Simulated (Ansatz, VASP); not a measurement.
One calculation of NaH, two programs

```
CELL_PARAMETERS angstrom
0.00000 2.44000 2.44000
2.44000 0.00000 2.44000
2.44000 2.44000 0.00000
ATOMIC_POSITIONS crystal
Na 0.00000 0.00000 0.00000
H 0.50000 0.50000 0.50000
```

Alike in both runs: task electric field gradients; functional PBE; k mesh 7 × 7 × 7; occupations fermi-dirac, width 0.02 eV; no spin polarisation.

```csv
,VASP,Ansatz
version,VASP 6.6.1,Ansatz 0.2.0
potentials or method,"VASP PAW PBE potentials, release 64 (Na_pv, H)","PAW with Ansatz's default frozen-core files, scalar-relativistic"
plane-wave cutoff (eV),520,420
valence electrons in the cell,8,10
```

```csv
,VASP,Ansatz,Ansatz less VASP
gap on the k mesh at the Fermi level (eV),4.18,4.18,+0.001
pressure (GPa),-0.7,-0.7,+0.04
Vzz of the field gradient on the site that differs most (V/Å²),0.0,0.0,0.00
```

With one functional, cell and mesh, what is left measures potentials, basis and numerics. The two sets of potentials don't hold the same shells in valence.

Caveats: an odd mesh through Γ misses points on the zone boundary, where band edges often lie. Expect the measured gap to be larger: semilocal functionals such as PBE lack the derivative discontinuity.
